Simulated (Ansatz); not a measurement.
A run of Ansatz 0.2.0:

Contents of input.yaml:

```yaml
crystal:
  lattice:
    - [0.0, 2.5575, 2.5575]
    - [2.5575, 0.0, 2.5575]
    - [2.5575, 2.5575, 0.0]
  atoms:
    - { symbol: Hf, position: [0.0, 0.0, 0.0] }
    - { symbol: O, position: [0.75, 0.75, 0.75] }
    - { symbol: O, position: [0.25, 0.25, 0.25] }
hamiltonian:
  xc: b3lyp
  pseudopotentials: { kind: paw }
kpoints:
  mp_grid: { grid: [5, 5, 5] }
  band_path:
    path:
      - [[0.0, 0.0, 0.0], [0.5, 0.0, 0.5], [0.5, 0.25, 0.75], [0.375, 0.375, 0.75], [0.0, 0.0, 0.0], [0.5, 0.5, 0.5], [0.625, 0.25, 0.625], [0.5, 0.25, 0.75], [0.5, 0.5, 0.5], [0.375, 0.375, 0.75]]
      - [[0.625, 0.25, 0.625], [0.5, 0.0, 0.5]]
    npoints: 4
scf:
  occupations: { method: fermi_dirac, width: 0.05 }
  n_extra_bands: 7
output:
  forces: true
  stress: true
  eigenvalues: true
  fatbands: false
```

Potentials or basis: Ansatz PAW.

Command:

```console
$ ansatz run input.yaml --threads 2 --pin off --max-ram 5632MiB --backend cpu --events-out ev --progress --plain --runs-dir out
```

Hardware: 2 threads of Arm Neoverse V2, on a shared host.

Question: How long does it take, and how much memory?

Answer: It took 2 min on 2 threads of Arm Neoverse V2 (shared host), peak memory 0.8 GiB. Counts: scf iterations 16, plane waves 645, k points 10, bands 26.
